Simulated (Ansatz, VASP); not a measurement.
# Cross-check of AlGaAs2 (random alloy of the zinc-blende GaAs-AlAs line, x = 0.5) between VASP and Ansatz, part 2 of 2

Wanted: the spread between two codes on one cell, functional and k mesh. Of the first pair: The structure shown is the start of the Ansatz relaxation below; VASP solves that cell, so the two are compared at the walk's first step.

VASP 6.6.1 and Ansatz 0.2.0.

So far: Starting point; Ansatz: relaxation, PBE.

### 3. VASP: single point, PBE, start cell, pair 1

Level of this step: PBE; plane waves and PAW (Al, As, Ga_d) (VASP).

The same cell, functional, mesh and smearing now go to VASP, with its own data sets.

Lines of VASP's logs that name or quote its potential files are left out, and so is its time.

File INCAR:

```
SYSTEM = AlGaAs2
PREC = Accurate
ENCUT = 400
EDIFF = 1E-06
NELM = 120
ISMEAR = -1
SIGMA = 0.025
LREAL = Auto
ALGO = Normal
GGA = PE
NBANDS = 256
LORBIT = 11
LWAVE = .FALSE.
LCHARG = .FALSE.
ISIF = 2
LASPH = .TRUE.
GGA_COMPAT = .FALSE.
EFERMI = MIDGAP
NCORE = 2
```

File POSCAR:

```
AlGaAs2
1.0
   11.4800000000      0.0000000000      0.0000000000
    0.0000000000     11.4800000000      0.0000000000
    0.0000000000      0.0000000000     11.4800000000
Al As Ga
16 32 16
Direct
    0.0028310105      0.9989285714      0.9990766551
    0.0015679443      0.9988066202      0.4997909408
    0.2486933798      0.5021777003      0.2508885017
    0.2519686411      0.7526480836      0.0038066202
    0.0004006969      0.7513327526      0.7496080139
    0.5006968641      0.2510278746      0.2480923345
    0.7495383275      0.0000609756      0.2476132404
    0.7506097561      0.2477090592      0.9999303136
    0.5028397213      0.2505923345      0.7479094077
    0.7478571429      0.0009581882      0.7513763066
    0.5009233449      0.5002439024      0.0001393728
    0.4994599303      0.7457578397      0.2518118467
    0.7504268293      0.7494773519      0.0008623693
    0.5038240418      0.4966986063      0.4988675958
    0.5000783972      0.7496080139      0.7523170732
    0.7509756098      0.7504181185      0.5004878049
    0.1231271777      0.1265069686      0.1209930314
    0.1245731707      0.3775522648      0.3714111498
    0.3730836237      0.1247038328      0.3734668990
    0.3769860627      0.3765679443      0.1258797909
    0.1233710801      0.1245296167      0.6259233449
    0.1235278746      0.3738327526      0.8749825784
    0.3762891986      0.1246689895      0.8734494774
    0.3738937282      0.3753310105      0.6286585366
    0.1243902439      0.6230139373      0.1243902439
    0.1266202091      0.8754965157      0.3765418118
    0.3744773519      0.6258536585      0.3748693380
    0.3725696864      0.8724825784      0.1241202091
    0.1214808362      0.6244686411      0.6264372822
    0.1246515679      0.8753310105      0.8757142857
    0.3756620209      0.6252090592      0.8769686411
    0.3738937282      0.8757404181      0.6251306620
    0.6262195122      0.1242160279      0.1271341463
    0.6252961672      0.3762891986      0.3733362369
    0.8755487805      0.1264721254      0.3735017422
    0.8721864111      0.3769512195      0.1257142857
    0.6284320557      0.1217595819      0.6271515679
    0.6264982578      0.3746777003      0.8739459930
    0.8739111498      0.1259059233      0.8730139373
    0.8748170732      0.3765069686      0.6263066202
    0.6260801394      0.6254094077      0.1261933798
    0.6288066202      0.8757665505      0.3748257840
    0.8730487805      0.6241027875      0.3732578397
    0.8747038328      0.8767160279      0.1253658537
    0.6265679443      0.6293989547      0.6245731707
    0.6245034843      0.8761759582      0.8744425087
    0.8772473868      0.6248083624      0.8739198606
    0.8748693380      0.8770209059      0.6256358885
    0.0030400697      0.2486672474      0.2505574913
    0.2494425087      0.9993292683      0.2519773519
    0.2500696864      0.2510191638      0.9980836237
    0.9987979094      0.2493118467      0.7487979094
    0.2480487805      0.0004094077      0.7528919861
    0.2487020906      0.2529529617      0.5000871080
    0.0002090592      0.5010801394      0.0005226481
    0.9996428571      0.7510191638      0.2514634146
    0.0002787456      0.5015331010      0.5005487805
    0.2503484321      0.5002090592      0.7488327526
    0.2520905923      0.7503222997      0.4993466899
    0.4993989547      0.0000783972      0.9989198606
    0.4999564460      0.9986498258      0.5022212544
    0.7514024390      0.2500783972      0.4996689895
    0.7497560976      0.4997909408      0.2500261324
    0.7477787456      0.5005487805      0.7508797909
```

File KPOINTS:

```
Automatic mesh
0
Gamma
1 1 1
0 0 0
```

Potentials, in the order of the species: Al, As and Ga_d (PBE family, release 64).

Launch:

```sh
> mpirun -np 8 vasp_gam
```

Numbers of over 12 decimals in the logs are rounded to 6 here.

Output:

```text
[banner, memory and clock lines left out]
running    8 mpi-ranks, on    1 nodes
[...]
LDA part: xc-table for (Slater+PW92), standard interpolation
 POSCAR, INCAR and KPOINTS ok, starting setup
[...]
entering main loop
       N       E                     dE             d eps       ncg     rms          rms(c)
DAV:   1     0.547854912630E+04    0.54785E+04   -0.13846E+05   512   0.182E+03
DAV:   2     0.972088496432E+03   -0.45065E+04   -0.43818E+04   576   0.524E+02
DAV:   3    -0.128572389442E+03   -0.11007E+04   -0.10195E+04   664   0.191E+02
DAV:   4    -0.275440750584E+03   -0.14687E+03   -0.14292E+03   672   0.675E+01
[...]
DAV:  16    -0.277168589926E+03   -0.19792E-05   -0.19818E-05   600   0.242E-02    0.269E-03
DAV:  17    -0.277168590946E+03   -0.10202E-05   -0.43610E-06   416   0.153E-02    0.147E-03
DAV:  18    -0.277168591298E+03   -0.35167E-06   -0.36915E-06   368   0.103E-02
   1 F= -.27716859E+03 E0= -.27716859E+03  d E =-.113900E-06
```

OUTCAR, selected parts (step 3):

```text
  Total        1.6388419      1.8001646      1.6722902      0.7165090      0.9895201     -0.8326411
  in kB        1.7354894      1.9063258      1.7709103      0.7587637      1.0478751     -0.8817445
  external PRESSURE =       1.8042418 kB  Pullay stress =       0.0000000 kB

 POSITION                                       TOTAL-FORCE (eV/Angst)
 -----------------------------------------------------------------------------------
      0.03250     11.46770     11.46940        -0.489943      0.180071     -0.075729
      0.01800     11.46630      5.73760        -0.252634      0.220109      0.014602
      2.85500      5.76500      2.88020         0.224127     -0.080663     -0.211080
      2.89260      8.64040      0.04370        -0.441421     -0.461740     -0.460428
      0.00460      8.62530      8.60550        -0.161287      0.069770      0.047891
      5.74800      2.88180      2.84810        -0.114268     -0.154850      0.175603
      8.60470      0.00070      2.84260         0.201149      0.060747      0.310393
      8.61700      2.84370     11.47920         0.000851      0.213843      0.033436
      5.77260      2.87680      8.58600        -0.077295     -0.146901      0.132849
      8.58540      0.01100      8.62580         0.395839     -0.216451      0.057317
      5.75060      5.74280      0.00160         0.101805     -0.043094     -0.026908
      5.73380      8.56130      2.89080         0.166547      0.546220     -0.115445
      8.61490      8.60400      0.00990         0.095012      0.067690     -0.129976
      5.78390      5.70210      5.72700        -0.377796      0.424367      0.321952
[...]
-----------------------------------------------------------------------------------
    total drift:                                0.002521     -0.009933     -0.000915

  FREE ENERGIE OF THE ION-ELECTRON SYSTEM (eV)
  ---------------------------------------------------
  free  energy   TOTEN  =      -277.1685912979 eV

  energy  without entropy=     -277.1685911839  energy(sigma->0) =     -277.16859124

[... 2 further parts left out ...]
```

The run ends at a pressure of 0.18 GPa, with forces up to 0.82 eV/Å.

### 4. Differences

Known differences besides the potentials themselves: the data sets hold 736 valence electrons in Ansatz (on its default PAW (the set named soft_2) files) and 416 in VASP; the cutoff is 420 eV in Ansatz and 400 eV in VASP (PREC = Accurate, projectors in real space). Total energies have different zeros and are not compared.

Forces on 9 of the 64 atoms, those with the largest forces and the largest differences (eV/Å; atoms numbered as in POSCAR):

```tsv
atom	Ansatz x, y, z	VASP x, y, z
Al4	-0.438, -0.459, -0.458	-0.441, -0.462, -0.460
Al12	0.167, 0.542, -0.114	0.167, 0.546, -0.115
Al14	-0.374, 0.422, 0.320	-0.378, 0.424, 0.322
As24	0.372, -0.037, -0.490	0.377, -0.038, -0.499
As28	0.549, 0.340, 0.481	0.561, 0.346, 0.489
As29	0.475, 0.238, -0.161	0.480, 0.244, -0.160
As36	0.312, -0.359, -0.102	0.321, -0.364, -0.109
As37	-0.387, 0.434, -0.360	-0.393, 0.439, -0.363
As47	-0.224, 0.176, 0.085	-0.234, 0.183, 0.088
```

The forces differ by 3.9 meV/Å r.m.s., which is 1.7 % of the r.m.s. force of 0.221 eV/Å (both taken over all components).

### 5. Ansatz: relaxation, PBE

This run makes the geometry at which the two programs are then compared. The cell compared in this pair holds 1514.97 Å³, against 1512.95 Å³ for the pair before.

The structure compared here is the end of the Ansatz relaxation.

This is the run of step 2 again, met here at its other cell.

### 6. VASP: single point, PBE, relaxed cell, pair 2

The same cell, functional, mesh and smearing now go to VASP, with its own data sets.

Changes to INCAR since step 3:

```diff
@@ -2,3 +2,3 @@
 PREC = Accurate
-ENCUT = 400
+ENCUT = 500
 EDIFF = 1E-06
```

File POSCAR:

```
AlGaAs2
1.0
   11.4848560000      0.0002660000      0.0003200000
    0.0002660000     11.4848500000      0.0002710000
    0.0003200000      0.0002710000     11.4856150000
Al As Ga
16 32 16
Direct
    0.9998900000      0.0000200000      0.9998300000
    0.9997100000      0.0002000000      0.5003800000
    0.2503700000      0.5003400000      0.2499900000
    0.2500000000      0.7503700000      0.9998100000
    0.0000100000      0.7505800000      0.7501300000
    0.5003200000      0.2502900000      0.2496600000
    0.7499600000      0.0001100000      0.2499300000
    0.7499900000      0.2500800000      0.9997000000
    0.5003500000      0.2505100000      0.7499800000
    0.7503100000      0.0000800000      0.7500500000
    0.5001700000      0.5002500000      0.9999900000
    0.5003000000      0.7502100000      0.2500900000
    0.7500400000      0.7502100000      0.0002400000
    0.5001400000      0.5004800000      0.5000300000
    0.5002900000      0.7499100000      0.7503300000
    0.7499000000      0.7505100000      0.5004300000
    0.1246800000      0.1247400000      0.1246400000
    0.1255000000      0.3754900000      0.3746600000
    0.3757200000      0.1255000000      0.3747200000
    0.3756700000      0.3756900000      0.1253600000
    0.1248700000      0.1249600000      0.6247600000
    0.1250800000      0.3753100000      0.8751500000
    0.3757000000      0.1255300000      0.8747900000
    0.3759900000      0.3752500000      0.6250200000
    0.1258600000      0.6254300000      0.1251400000
    0.1246500000      0.8755500000      0.3754800000
    0.3756800000      0.6250300000      0.3745700000
    0.3752500000      0.8743700000      0.1250000000
    0.1247900000      0.6257900000      0.6255100000
    0.1246800000      0.8748100000      0.8754600000
    0.3755300000      0.6257300000      0.8756300000
    0.3756200000      0.8748400000      0.6255400000
    0.6255300000      0.1255400000      0.1253100000
    0.6243600000      0.3752000000      0.3750900000
    0.8750600000      0.1244400000      0.3749300000
    0.8747200000      0.3747500000      0.1246800000
    0.6251100000      0.1251500000      0.6259000000
    0.6247400000      0.3749300000      0.8754900000
    0.8746500000      0.1248300000      0.8754700000
    0.8750400000      0.3753400000      0.6251100000
    0.6247200000      0.6256500000      0.1245800000
    0.6255100000      0.8747200000      0.3745900000
    0.8745700000      0.6257000000      0.3755200000
    0.8746900000      0.8755400000      0.1247200000
    0.6247100000      0.6256600000      0.6246400000
    0.6255200000      0.8747700000      0.8746000000
    0.8751900000      0.6260400000      0.8750800000
    0.8750400000      0.8750500000      0.6251300000
    0.0001900000      0.2502000000      0.2501800000
    0.2502600000      0.0000900000      0.2500800000
    0.2502300000      0.2501800000      0.0003100000
    0.0000800000      0.2500900000      0.7501900000
    0.2500700000      0.0002300000      0.7502500000
    0.2502200000      0.2502500000      0.5001400000
    0.0000300000      0.5004800000      0.0003600000
    0.0000100000      0.7501400000      0.2500100000
    0.0003200000      0.5003300000      0.4999700000
    0.2503600000      0.5003600000      0.7499900000
    0.2503100000      0.7502000000      0.4999400000
    0.5002400000      0.0000300000      0.0001300000
    0.5003500000      0.0001200000      0.5000600000
    0.7500600000      0.2500800000      0.4999400000
    0.7501300000      0.5002300000      0.2500000000
    0.7499900000      0.5004400000      0.7502600000
```

KPOINTS is that of step 3.

Launch:

```sh
> mpirun -np 8 vasp_gam
```

Output:

```text
[... set-up lines as in an earlier step ...]
 entering main loop
       N       E                     dE             d eps       ncg     rms          rms(c)
DAV:   1     0.609813916064E+04    0.60981E+04   -0.15724E+05   520   0.207E+03
DAV:   2     0.143888947982E+04   -0.46592E+04   -0.44822E+04   520   0.601E+02
DAV:   3    -0.799030676109E+02   -0.15188E+04   -0.14179E+04   712   0.223E+02
DAV:   4    -0.273128039474E+03   -0.19322E+03   -0.18808E+03   664   0.780E+01
[...]
DAV:  15    -0.277502853144E+03   -0.94606E-05   -0.51229E-05   600   0.647E-02    0.464E-03
DAV:  16    -0.277502856188E+03   -0.30440E-05   -0.29031E-05   616   0.240E-02    0.297E-03
DAV:  17    -0.277502856893E+03   -0.70481E-06   -0.42115E-06   424   0.129E-02
   1 F= -.27750286E+03 E0= -.27750286E+03  d E =-.927053E-07
```

OUTCAR, selected parts (step 6):

```text
  Total        1.1416273      1.1574544      1.1581104     -0.0137594      0.0012275     -0.0233612
  in kB        1.2073406      1.2240787      1.2247725     -0.0145514      0.0012982     -0.0247059
  external PRESSURE =       1.2187306 kB  Pullay stress =       0.0000000 kB

 POSITION                                       TOTAL-FORCE (eV/Angst)
 -----------------------------------------------------------------------------------
     11.48391      0.00077     11.48398         0.001984     -0.004272      0.002038
     11.48169      0.00270      5.74749         0.003585     -0.003054     -0.009970
      2.87568      5.74646      2.87150        -0.004109     -0.001704     -0.000592
      2.87173      8.61822     11.48372         0.000337     -0.001711      0.005335
      0.00055      8.62050      8.61591         0.000601     -0.005143     -0.001569
      5.74625      2.87474      2.86773        -0.005087     -0.007703      0.001951
      8.61326      0.00153      2.87084        -0.001014      0.000485      0.002106
      8.61391      2.87260     11.48248        -0.007573     -0.002774      0.008749
      5.74675      2.87741      8.61421        -0.007814     -0.005295      0.000784
      8.61744      0.00132      8.61503        -0.003504     -0.002068     -0.000598
      5.74483      5.74570     11.48580        -0.003896     -0.002236      0.000995
      5.74615      8.61625      2.87280        -0.004697     -0.000017      0.004070
      8.61430      8.61625      0.00320         0.001847      0.001711     -0.004376
      5.74433      5.74821      5.74345        -0.003348     -0.004142      0.000454
[...]
-----------------------------------------------------------------------------------
    total drift:                               -0.018001     -0.056846     -0.003796

  FREE ENERGIE OF THE ION-ELECTRON SYSTEM (eV)
  ---------------------------------------------------
  free  energy   TOTEN  =      -277.5028568930 eV

  energy  without entropy=     -277.5028568003  energy(sigma->0) =     -277.50285685

[... 1 part as in an earlier step ...]

[... 1 further part left out ...]
```

The run ends at a pressure of 0.12 GPa, with forces up to 0.012 eV/Å.

### 7. Comparison

What differs besides the data sets and the points named for the pairs above, as far as they apply: the data sets hold 736 valence electrons in Ansatz (on its default PAW (the set named soft_2) files) and 416 in VASP; the cutoff is 420 eV in Ansatz and 500 eV in VASP (PREC = Accurate, projectors in real space). Total energies have different zeros and are not compared.

Both answers:

```tsv
quantity	Ansatz	VASP	difference
pressure (GPa)	-0.03	0.12	-0.16
gap on the k mesh (eV)	0.864	0.866	-0.002
```

The largest component of a force difference here is 8 meV/Å. A gap on the mesh is an upper bound, since the band edges may lie between its points.

### 8. What came out

```
r.m.s. force difference (single point, PBE, start cell, pair 1)           : 1.7 % of the r.m.s. force
difference in gap on the k mesh (single point, PBE, relaxed cell, pair 2) : -0.0023 eV
```

What this shows: The r.m.s. force difference is 1.7 % of the r.m.s. force (single point, PBE, start cell, pair 1), within the 3 % picked in this series as the mark of a large difference. The data sets hold unlike numbers of valence electrons (736 in Ansatz and 416 in VASP), so part of the differences may come from the potentials. How closely two codes agree says nothing of how well the functional describes the real material.

[Lines on the potential files, build, host, timing and source positions are cut from VASP's logs without a mark.]

[Logs are printed without paths, hosts, clocks, repeated set-up lines and the standing remarks that a program may print on its own settings, such as how far it seeks lower states.]

[Hosts, paths, dates, database ids (printed as entryN), source tags and the programs' standing remarks are cut or masked in the printed files.]
